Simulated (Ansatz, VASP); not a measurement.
## One calculation of Ag, two programs

```xyz
1
Lattice="-1.6888 1.6888 1.6557 1.6888 -1.6888 1.6557 1.6888 1.6888 -1.6557" Properties=species:S:1:pos:R:3 pbc="T T T"
Ag    0.0000    0.0000    0.0000
```

Change from the starting cell: strain = 0.02.

Alike in both runs: task single point; functional PBE; k mesh 11 × 11 × 11; occupations fermi-dirac, width 0.05 eV; no spin polarisation.

|  | VASP | Ansatz |
| --- | --- | --- |
| version | VASP 6.6.1 | Ansatz 0.2.0 |
| potentials or method | VASP PAW PBE potentials, release 64 (Ag) | Ansatz PAW |
| plane-wave cutoff (eV) | 520 | 420 |
| valence electrons in the cell | 11 | 19 |

VASP gave:

| Item | Value |
| --- | --- |
| gap on the k mesh at the Fermi level (eV) | none |
| pressure (GPa) | -3.9 |
| largest component of the traceless stress (GPa) | 0.42 |

Question: What did Ansatz give for the same quantities?

Answer: gap on the k mesh at the Fermi level (eV): none; pressure (GPa): -3.8; largest component of the traceless stress (GPa): 0.43.

A gap of «none» marks a metal or a gap that the smearing closes. With one functional, cell and mesh, what is left measures potentials, basis and numerics. The two sets of potentials don't hold the same shells in valence.
